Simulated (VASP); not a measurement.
AlH: equation of state with PBE

AlH:

```
Al H
1.0
     0.00000    2.11680    2.11680
     2.11680    0.00000    2.11680
     2.11680    2.11680    0.00000
Al H
1 1
Direct
  0.00000 0.00000 0.00000
  0.50000 0.50000 0.50000
```

The cell was built by a generator and needn't be a form met in nature.

| Item | Value |
| --- | --- |
| Program | VASP 6.6.1 |
| Task | equation of state |
| Functional | PBE |
| Potentials or basis | VASP PAW PBE potentials, release 64 (Al, H) |
| Cutoff | 520 eV |
| k mesh | 11 × 11 × 11 |
| Occupations | fermi-dirac, width 0.05 eV |
| Spin | no spin polarisation |

| Item | Value |
| --- | --- |
| Equilibrium volume | 9.44 Å³/atom |
| Bulk modulus | 76 GPa |
| Pressure derivative of the bulk modulus | 6.1 (rough: it moves with the points fitted) |

Energy against volume, from the lowest point:
```tsv
volume (Å³/atom)	energy (meV/atom)
8.916	7.85
9.106	3.03
9.295	0.50
9.485	0.00
9.675	1.26
9.864	4.04
10.054	8.11
```

All runs of the series together: 26 s on 1 thread of Intel(R) Xeon(R) 6975P-C (Granite Rapids), on a shared host.
